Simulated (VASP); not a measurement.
# MgO (Periclase) (Fm-3m) in VASP: notebook, part 2 of 2

VASP 6.6.1.

**4. Relaxation of cell and atoms, LDA, target pressure 23.2 GPa, at which the enthalpy is minimised**

INCAR reads:

```
SYSTEM = MgO
PREC = Accurate ; ENCUT = 600
EDIFF = 1E-6 ; ISMEAR = 0
SIGMA = 0.03 ; LREAL = .False.
LASPH = .True. ; NELM = 80
ALGO = Normal ; ISIF = 3
LWAVE = .False. ; LCHARG = .False.
IBRION = 2 ; NSW = 90
EDIFFG = -0.01 ; PSTRESS = 232.0
```

KPOINTS reads:

```
regular mesh
0
Gamma
  12 12 12
  0 0 0
```

POSCAR reads:

```
MgO
1.0
    0.0000000000      2.1085000000      2.1085000000
    2.1085000000      0.0000000000      2.1085000000
    2.1085000000      2.1085000000      0.0000000000
Mg O
1 1
Direct
    0.0000000000      0.0000000000      0.0000000000
    0.5000000000      0.5000000000      0.5000000000
```

Potentials or basis: VASP PAW LDA potentials, release 64 (Mg, O).

Run with:

```
$ cat potpaw_LDA.64/Mg/POTCAR potpaw_LDA.64/O/POTCAR > POTCAR
$ mpirun -np 1 vasp_std > vasp.out
```

OUTCAR:

```text
SYSTEM = MgO
   PREC = Accurate
   ENCUT = 600
   EDIFF = 1E-6
   ISMEAR = 0
   LREAL = .False.
   LASPH = .True.
   NELM = 80
   ISIF = 3
   IBRION = 2
   NSW = 90
   EDIFFG = -0.01
   PSTRESS = 232.0

 ion  position               nearest neighbor table
   1  0.000  0.000  0.000-   2 2.11   2 2.11   2 2.11   2 2.11   2 2.11   2 2.11
   2  0.500  0.500  0.500-   1 2.11   1 2.11   1 2.11   1 2.11   1 2.11   1 2.11

  LATTYP: Found a face centered cubic cell.
 ALAT       =     4.2170000000

  Lattice vectors:

 A1 = (   0.0000000000,   2.1085000000,   2.1085000000)
 A2 = (   2.1085000000,   0.0000000000,   2.1085000000)
 A3 = (   2.1085000000,   2.1085000000,   0.0000000000)

Analysis of symmetry for initial positions (statically):
=====================================================================
 Subroutine PRICEL returns:
 Original cell was already a primitive cell.

 Routine SETGRP: Setting up the symmetry group for a
 face centered cubic supercell.

 Subroutine GETGRP returns: Found 48 space group operations
 (whereof 48 operations were pure point group operations)
 out of a pool of 48 trial point group operations.

The static configuration has the point symmetry O_h .

Analysis of symmetry for dynamics (positions and initial velocities):
=====================================================================
 Subroutine PRICEL returns:
 Original cell was already a primitive cell.

 Routine SETGRP: Setting up the symmetry group for a
 face centered cubic supercell.

 Subroutine GETGRP returns: Found 48 space group operations
 (whereof 48 operations were pure point group operations)
 out of a pool of 48 trial point group operations.

The dynamic configuration has the point symmetry O_h .

 Subroutine INISYM returns: Found 48 space group operations
 (whereof 48 operations are pure point group operations),
 and found     1 'primitive' translations

----------------------------------------------------------------------------------------

                                     Primitive cell

  volume of cell :      18.7478

  direct lattice vectors                    reciprocal lattice vectors
     0.000000000  2.108500000  2.108500000    -0.237135404  0.237135404  0.237135404
     2.108500000  0.000000000  2.108500000     0.237135404 -0.237135404  0.237135404
     2.108500000  2.108500000  0.000000000     0.237135404  0.237135404 -0.237135404

  length of vectors
     2.981869296  2.981869296  2.981869296     0.410730569  0.410730569  0.410730569

  position of ions in fractional coordinates (direct lattice)
     0.000000000  0.000000000  0.000000000
     0.500000000  0.500000000  0.500000000

  ion indices of the primitive-cell ions
   primitive index   ion index
                 1           1
                 2           2

----------------------------------------------------------------------------------------

 KPOINTS: regular mesh

Automatic generation of k-mesh.
 Grid dimensions read from file:
 generate k-points for:   12   12   12

 Generating k-lattice:

  Cartesian coordinates                     Fractional coordinates (reciprocal lattice)
    -0.019761284  0.019761284  0.019761284     0.083333333  0.000000000  0.000000000
[... 46 lines left out ...]
   ions per type =               1   1
   NGX,Y,Z   is equivalent  to a cutoff of  13.38, 13.38, 13.38 a.u.
   NGXF,Y,Z  is equivalent  to a cutoff of  26.76, 26.76, 26.76 a.u.
 SYSTEM =  MgO
   PREC   = accura    normal or accurate (medium, high low for compatibility)
   ISTART =      0    job   : 0-new  1-cont  2-samecut
   ICHARG =      2    charge: 1-file 2-atom 10-const
   ISPIN  =      1    spin polarized calculation?
   LNONCOLLINEAR =      F non collinear calculations
   LSORBIT =      F    spin-orbit coupling
   LASPH  =      T    aspherical Exc in radial PAW
   ENCUT  =  600.0 eV  44.10 Ry    6.64 a.u.   5.96  5.96  5.96*2*pi/ulx,y,z
   NELM   =     80;   NELMIN=  2; NELMDL= -5     # of ELM steps
   EDIFF  = 0.1E-05   stopping-criterion for ELM
   LREAL  =      F    real-space projection
   EDIFFG = -.1E-01   stopping-criterion for IOM
   NSW    =     90    number of steps for IOM
   IBRION =      2    ionic relax: 0-MD 1-quasi-New 2-CG
   NFREE  =      1    steps in history (QN), initial steepest desc. (CG)
   ISIF   =      3    stress and relaxation
   ISYM   =      2    0-nonsym 1-usesym 2-fastsym
   POTIM  = 0.5000    time-step for ionic-motion
   TEBEG  =    0.0;   TEEND  =   0.0 temperature during run
   PSTRESS=  232.0 pullay stress
   NELECT =       8.0000    total number of electrons
   NUPDOWN=      -1.0000    fix difference up-down
   EMIN   =  10.00;   EMAX   =-10.00  energy-range for DOS
   EFERMI =   0.00;   METHOD = LEGACY
   ISMEAR =     0;   SIGMA  =   0.03  broadening in eV -4-tet -1-fermi 0-gaus
   EFERMI_NEDOS =   21; number of points for ismear=-14 and -15
   IALGO  =     38    algorithm
   IMIX   =      4    mixing-type and parameters
     AMIX     =   0.40;   BMIX     =  1.00
     AMIX_MAG =   1.60;   BMIX_MAG =  1.00
  volume/ion in A,a.u.               =       9.37        63.26
  Fermi-wavevector in a.u.,A,eV,Ry     =   1.232503  2.329092 20.668107  1.519063
  Thomas-Fermi vector in A             =   2.367270
   LORBIT       =      0    0 simple, 1 ext, 2 COOP (PROOUT), +10 PAW based schemes
   GGA     = CA    functional components
   LHFCALC =     F    Hartree Fock is set to
   AEXX    =    0.0000 exact exchange contribution
   IVDW    =     0    specifies the selected vdW correction
   LEPSILON=     F    determine dielectric tensor
   LRPA    =     F    only Hartree local field effects (RPA)
 conjugate gradient relaxation of ions
 non-spin polarized calculation
 Gauss-broadening in eV      SIGMA  =   0.03
  energy-cutoff  :      600.00
  volume of cell :       18.75
 maximum number of plane-waves:       642
   NGX = 11   NGY = 11   NGZ = 11

--------------------------------------- Ionic step        1  -------------------------------------------

 number of electron       8.0000005 magnetization

 Free energy of the ion-electron system (eV)
  ---------------------------------------------------
  ext. energy  EPLUGINS =         0.00000000
  ---------------------------------------------------
  free energy    TOTEN  =       -13.42480292 eV

  energy without entropy =      -13.42480292  energy(sigma->0) =      -13.42480292

------------------------ aborting loop because EDIFF is reached ----------------------------------------

  FORCE on cell =-STRESS in cart. coord.  units (eV):
  Direction    XX          YY          ZZ          XY          YZ          ZX
  --------------------------------------------------------------------------------------
  -------------------------------------------------------------------------------------
  Total       -0.9894321     -0.9894321     -0.9894321     -0.0000000      0.0000000     -0.0000000
  in kB      -84.5562599    -84.5562599    -84.5562599     -0.0000000      0.0000000     -0.0000000
  external PRESSURE =    -316.5562599 kB  Pullay stress =     232.0000000 kB
[... 101 lines left out ...]
--------------------------------------- Ionic step        4  -------------------------------------------

 number of electron       8.0000000 magnetization

 Free energy of the ion-electron system (eV)
  ---------------------------------------------------
  ext. energy  EPLUGINS =         0.00000000
  ---------------------------------------------------
  free energy    TOTEN  =       -13.33395849 eV

  energy without entropy =      -13.33395849  energy(sigma->0) =      -13.33395849

 E-fermi :   4.3390     XC(G=0): -12.3547

 val. band max:        4.1493670762   @ k =   0.0000   0.0000   0.0000
 cond. band min:      10.4641805316   @ k =   0.0000   0.0000   0.0000
 fundamental gap:      6.3148134554
 Fermi energy:         4.3390451212

 k-point     1 :       0.0000    0.0000    0.0000
  band No.  band energies     occupation
      1     -13.7336      2.00000
      2       4.1494      2.00000
      3       4.1494      2.00000
      4       4.1494      2.00000
      5      10.4642      0.00000
      6      20.5061      0.00000
      7      20.5061      0.00000
      8      20.5061      0.00000
[... 243 lines left out ...]
 k-point    24 :      -0.4167    0.1667    0.0000
  band No.  band energies     occupation
      1     -11.8258      2.00000
      2      -0.8154      2.00000
      3       2.2167      2.00000
      4       3.1416      2.00000
      5      14.1327      0.00000
      6      17.8469      0.00000
      7      19.8119      0.00000
      8      22.5877      0.00000

 [... further k-points ...]

------------------------ aborting loop because EDIFF is reached ----------------------------------------

  FORCE on cell =-STRESS in cart. coord.  units (eV):
  Direction    XX          YY          ZZ          XY          YZ          ZX
  --------------------------------------------------------------------------------------
  -------------------------------------------------------------------------------------
  Total        2.3335417      2.3335417      2.3335417      0.0000000     -0.0000000      0.0000000
  in kB      233.4324624    233.4324624    233.4324624      0.0000000     -0.0000000      0.0000000
  external PRESSURE =       1.4324624 kB  Pullay stress =     232.0000000 kB
[... 21 lines left out ...]
  energy  without entropy=      -13.3339584895  energy(sigma->0) =      -13.33395849

  enthalpy is  TOTEN    =       -11.0147366554 eV   P V=        2.3192218342

 reached required accuracy - stopping structural energy minimisation
```

OSZICAR:

```text
N       E                     dE             d eps       ncg     rms          rms(c)
DAV:   1     0.166261969173E+02    0.16626E+02   -0.51819E+03  1320   0.999E+02
DAV:   2    -0.145035925520E+02   -0.31130E+02   -0.28897E+02  1344   0.151E+02
DAV:   3    -0.149920037938E+02   -0.48841E+00   -0.48841E+00  1504   0.221E+01
[... 28 lines left out ...]
DAV:   1    -0.133344621897E+02    0.67650E-02   -0.11241E-02  1152   0.111E+00    0.168E-01
DAV:   2    -0.133339662144E+02    0.49598E-03   -0.32176E-03  1152   0.439E-01    0.180E-02
DAV:   3    -0.133339614608E+02    0.47536E-05   -0.21480E-05  1256   0.616E-02    0.102E-02
DAV:   4    -0.133339585271E+02    0.29336E-05   -0.23403E-06  1184   0.162E-02    0.204E-03
DAV:   5    -0.133339584895E+02    0.37590E-07   -0.23536E-07   624   0.398E-03
   4 F= -.11014737E+02 E0= -.11014737E+02  d E =-.304674E+00
```

CONTCAR:

```text
MgO
   1.00000000000000
     0.0000000000000000    2.0006830723457441    2.0006830723457441
     2.0006830723457441   -0.0000000000000000    2.0006830723457441
     2.0006830723457441    2.0006830723457441   -0.0000000000000000
  Mg              O
     1     1
Direct
     1.0000000000000000    1.0000000000000000    1.0000000000000000
     0.5000000000000000    0.5000000000000000    0.5000000000000000

  0.00000000E+00  0.00000000E+00  0.00000000E+00
  0.00000000E+00  0.00000000E+00  0.00000000E+00
```

Run time: 12 s. Hardware: 1 thread of Intel Xeon Platinum 8488C (Sapphire Rapids), shared host; peak memory 0.14 GiB.

Results:

```yaml
Free_energy: -13.3340 eV
Relaxed_volume: 8.01 Å³/atom
Relaxed_cell: a = 2.829 Å, b = 2.829 Å, c = 2.829 Å, α = 60.00°, β = 60.00°, γ = 60.00°
Space_group_after_relaxing_to_0.05_Å: Fm-3m (No. 225)
Energy_change_on_relaxing_the_enthalpy_is_what_falls: +45.4 meV/atom
Ionic_steps: 4
Pressure_after_relaxing: 23.3 GPa
Band_gap_on_the_k_mesh: 6.31 eV, direct
```

The path:
```
step  energy change (eV)  largest force (eV/Å)  pressure (GPa)  volume (Å³)
   1              0.0000                0.0000           -8.46        18.75
   2              0.5850                0.0000           65.97        14.16
   3              0.0836                0.0000           22.49        16.07
   4              0.0908                0.0000           23.34        16.02
```

Final structure:
```xyz
2
Lattice="0.0000 2.0007 2.0007 2.0007 0.0000 2.0007 2.0007 2.0007 0.0000" Properties=species:S:1:pos:R:3 pbc="T T T"
Mg    4.0014    4.0014    4.0014
O     2.0007    2.0007    2.0007
```

Caveat: the cell is relaxed towards a set pressure, so the enthalpy falls and the energy may rise. A k mesh can miss the band edges.

**5. Relaxation of cell and atoms, LDA, target pressure 23.2 GPa, at which the enthalpy is minimised**

This run uses another cell than the first one, of 8.01 Å³/atom, 0.854 times its volume.

INCAR reads:

```
SYSTEM = MgO
PREC = Accurate ; ENCUT = 600
EDIFF = 1E-7 ; ISMEAR = 0
SIGMA = 0.03 ; LREAL = .False.
LASPH = .True. ; NELM = 80
ALGO = Normal ; ISIF = 3
LWAVE = .False. ; LCHARG = .False.
IBRION = 2 ; NSW = 90
EDIFFG = -0.005 ; PSTRESS = 232.0
```

KPOINTS is that of step 4.

POSCAR reads:

```
MgO                                     
1.0
    0.0000000000      2.0006830723      2.0006830723
    2.0006830723     -0.0000000000      2.0006830723
    2.0006830723      2.0006830723     -0.0000000000
  Mg              O             
     1     1
Direct
     1.0000000000000000    1.0000000000000000    1.0000000000000000
     0.5000000000000000    0.5000000000000000    0.5000000000000000
```

Potentials or basis: VASP PAW LDA potentials, release 64 (Mg, O).

Run with:

```
$ cat potpaw_LDA.64/Mg/POTCAR potpaw_LDA.64/O/POTCAR > POTCAR
$ mpirun -np 1 vasp_std > vasp.out
```

OUTCAR:

```text
SYSTEM = MgO
   PREC = Accurate
   ENCUT = 600
   EDIFF = 1E-7
   ISMEAR = 0
   LREAL = .False.
   LASPH = .True.
   NELM = 80
   ISIF = 3
   IBRION = 2
   NSW = 90
   EDIFFG = -0.005
   PSTRESS = 232.0

 ion  position               nearest neighbor table
   1  0.000  0.000  0.000-   2 2.00   2 2.00   2 2.00   2 2.00   2 2.00   2 2.00
   2  0.500  0.500  0.500-   1 2.00   1 2.00   1 2.00   1 2.00   1 2.00   1 2.00

  LATTYP: Found a face centered cubic cell.
 ALAT       =     4.0013661446

  Lattice vectors:

 A1 = (   0.0000000000,   2.0006830723,   2.0006830723)
 A2 = (   2.0006830723,   0.0000000000,   2.0006830723)
 A3 = (   2.0006830723,   2.0006830723,   0.0000000000)

Analysis of symmetry for initial positions (statically):
=====================================================================
 Subroutine PRICEL returns:
 Original cell was already a primitive cell.

 Routine SETGRP: Setting up the symmetry group for a
 face centered cubic supercell.

 Subroutine GETGRP returns: Found 48 space group operations
 (whereof 48 operations were pure point group operations)
 out of a pool of 48 trial point group operations.

The static configuration has the point symmetry O_h .

Analysis of symmetry for dynamics (positions and initial velocities):
=====================================================================
[... 170 lines left out ...]
  external PRESSURE =       2.1816137 kB  Pullay stress =     232.0000000 kB
[... 63 lines left out ...]
--------------------------------------- Ionic step        3  -------------------------------------------

 number of electron       8.0000000 magnetization

 Free energy of the ion-electron system (eV)
  ---------------------------------------------------
  ext. energy  EPLUGINS =         0.00000000
  ---------------------------------------------------
  free energy    TOTEN  =       -13.32715956 eV

  energy without entropy =      -13.32715956  energy(sigma->0) =      -13.32715956

 E-fermi :   4.3287     XC(G=0): -12.3507

 val. band max:        4.1441662941   @ k =   0.0000   0.0000   0.0000
 cond. band min:      10.4479971236   @ k =   0.0000   0.0000   0.0000
 fundamental gap:      6.3038308294
 Fermi energy:         4.3287363082

 k-point     1 :       0.0000    0.0000    0.0000
  band No.  band energies     occupation
      1     -13.7356      2.00000
      2       4.1442      2.00000
      3       4.1442      2.00000
      4       4.1442      2.00000
      5      10.4480      0.00000
      6      20.4944      0.00000
      7      20.4944      0.00000
      8      20.4944      0.00000
[... 243 lines left out ...]
 k-point    24 :      -0.4167    0.1667    0.0000
  band No.  band energies     occupation
      1     -11.8303      2.00000
      2      -0.8170      2.00000
      3       2.2132      2.00000
      4       3.1376      2.00000
      5      14.1199      0.00000
      6      17.8327      0.00000
      7      19.7947      0.00000
      8      22.5706      0.00000

 [... further k-points ...]

------------------------ aborting loop because EDIFF is reached ----------------------------------------

  FORCE on cell =-STRESS in cart. coord.  units (eV):
  Direction    XX          YY          ZZ          XY          YZ          ZX
  --------------------------------------------------------------------------------------
  -------------------------------------------------------------------------------------
  Total        2.3212226      2.3212226      2.3212226     -0.0000000     -0.0000000     -0.0000000
  in kB      232.0120099    232.0120099    232.0120099     -0.0000000     -0.0000000     -0.0000000
  external PRESSURE =       0.0120099 kB  Pullay stress =     232.0000000 kB
[... 21 lines left out ...]
  energy  without entropy=      -13.3271595624  energy(sigma->0) =      -13.32715956

  enthalpy is  TOTEN    =       -11.0060571354 eV   P V=        2.3211024270

 reached required accuracy - stopping structural energy minimisation
```

OSZICAR:

```text
N       E                     dE             d eps       ncg     rms          rms(c)
DAV:   1     0.115215997475E+02    0.11522E+02   -0.55032E+03  1360   0.102E+03
DAV:   2    -0.147235319423E+02   -0.26245E+02   -0.25516E+02  1464   0.147E+02
DAV:   3    -0.149817955495E+02   -0.25826E+00   -0.25826E+00  1472   0.162E+01
[... 18 lines left out ...]
DAV:   1    -0.133271890636E+02    0.17441E-02   -0.65735E-04  1152   0.269E-01    0.407E-02
DAV:   2    -0.133271600520E+02    0.29012E-04   -0.18867E-04  1168   0.106E-01    0.435E-03
DAV:   3    -0.133271597469E+02    0.30513E-06   -0.12334E-06  1272   0.146E-02    0.246E-03
DAV:   4    -0.133271595655E+02    0.18145E-06   -0.13401E-07   640   0.387E-03    0.481E-04
DAV:   5    -0.133271595624E+02    0.30578E-08   -0.13908E-08   624   0.104E-03
   3 F= -.11006057E+02 E0= -.11006057E+02  d E =-.896572E-05
```

CONTCAR:

```text
MgO
   1.00000000000000
    -0.0000000000000000    2.0012236924240563    2.0012236924240563
     2.0012236924240563    0.0000000000000000    2.0012236924240563
     2.0012236924240563    2.0012236924240563   -0.0000000000000000
  Mg              O
     1     1
Direct
     0.0000000000000000    0.0000000000000000    0.0000000000000000
     0.5000000000000000    0.5000000000000000    0.5000000000000000

  0.00000000E+00  0.00000000E+00  0.00000000E+00
  0.00000000E+00  0.00000000E+00  0.00000000E+00
```

It took 8.8 s on 1 thread of Intel Xeon Platinum 8488C (Sapphire Rapids), shared host; peak memory 0.14 GiB.

What came out:

```yaml
Free_energy: -13.3272 eV
Relaxed_volume: 8.01 Å³/atom
Relaxed_cell: a = 2.830 Å, b = 2.830 Å, c = 2.830 Å, α = 60.00°, β = 60.00°, γ = 60.00°
Space_group_after_relaxing_to_0.05_Å: Fm-3m (No. 225)
Energy_change_on_relaxing_the_enthalpy_is_what_falls: -0.9 meV/atom
Ionic_steps: 3
Pressure_after_relaxing: 23.2 GPa
Band_gap_on_the_k_mesh: 6.30 eV, direct
```

The path:
```
step  energy change (eV)  largest force (eV/Å)  pressure (GPa)  volume (Å³)
   1              0.0000                0.0000           23.42        16.02
   2             -0.0037                0.0000           22.99        16.04
   3             -0.0019                0.0000           23.20        16.03
```

Final structure:
```
Mg O
1.0
     0.00000    2.00122    2.00122
     2.00122    0.00000    2.00122
     2.00122    2.00122    0.00000
Mg O
1 1
Direct
  0.00000 0.00000 0.00000
  0.50000 0.50000 0.50000
```

Caveat: the cell is relaxed towards a set pressure, so the enthalpy falls and the energy may rise. As with any semilocal functional, this LDA gap is likely too small.
